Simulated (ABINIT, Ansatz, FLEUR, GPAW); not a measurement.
## How far PBE, PBEsol miss the measured band gap

Computed band gap (eV) beside measured values. Gaps hold for the cell as given (a database cell, not always the measured one). They are the smaller of the mesh's gap and, where one was run, the band path's. Brackets give the space group and the cell's volume in Å³ per atom. Spin polarisation and spin-orbit coupling are off unless named.

- PBE: ABINIT (JTH PAW PBE v2.0) for GaN, ZnS, KI, KCl; Ansatz (all-electron LAPW, scalar-relativistic) for GaCuSe2; GPAW (PAW data sets generated for this functional) for CdS; cutoffs 435 to 707 eV for plane waves; k meshes of 144 to 1000 points
- PBEsol: Ansatz (all-electron LAPW, scalar-relativistic) for GaCuSe2, GaN, ZnS, KI, KCl; FLEUR (all-electron) for CdS; k meshes of 196 to 1000 points

| crystal | measured | T (K) | PBE | PBEsol |
| --- | --- | --- | --- | --- |
| GaCuSe2 (I-42d, 8 atoms; 21.76) | 1.68 | 300 | 0.24 | 0.16 |
| CdS (P6_3mc, 4 atoms; 25.12) | 2.48 | 300 | 1.18 | 1.06 |
| GaN (F-43m; 11.44) | 3.3 | 0 | 1.71 | 1.68 |
| ZnS (P6_3mc, 4 atoms; 19.60) | 3.91 | 4 | 2.24 | 2.11 |
| KI (Fm-3m; 44.09) | 6.32 | - | 3.96 | 3.82 |
| KCl (Fm-3m; 31.15) | 8.68 | - | 5.19 | 5.03 |
| mean error (eV) |  |  | -1.98 | -2.09 |
| mean absolute error (eV) |  |  | 1.98 | 2.09 |

Measured values are compiled from printed reference works, often rounded. A dash under T means that the source gives none. Measured gaps of wide-gap crystals can be optical edges, which lie under the fundamental gap.

Mean absolute errors: PBE 1.98, PBEsol 2.09 eV; mean signed errors: PBE -1.98, PBEsol -2.09 eV. The worst miss is PBEsol on KCl (-3.65 eV). PBE, PBEsol: semilocal functionals lack the derivative discontinuity, so their gaps mostly come out too small. The runs are for a static lattice, while the measurements hold temperature and zero-point motion. No column holds spin-orbit coupling, which bears on the band edges of GaCuSe2, KI. Columns can differ in programs, potentials, basis sets, cutoffs, meshes and task within a row, which adds scatter of its own. Where several set-ups ran one level, the entry is one near their median; a run lay far from it for GaN.
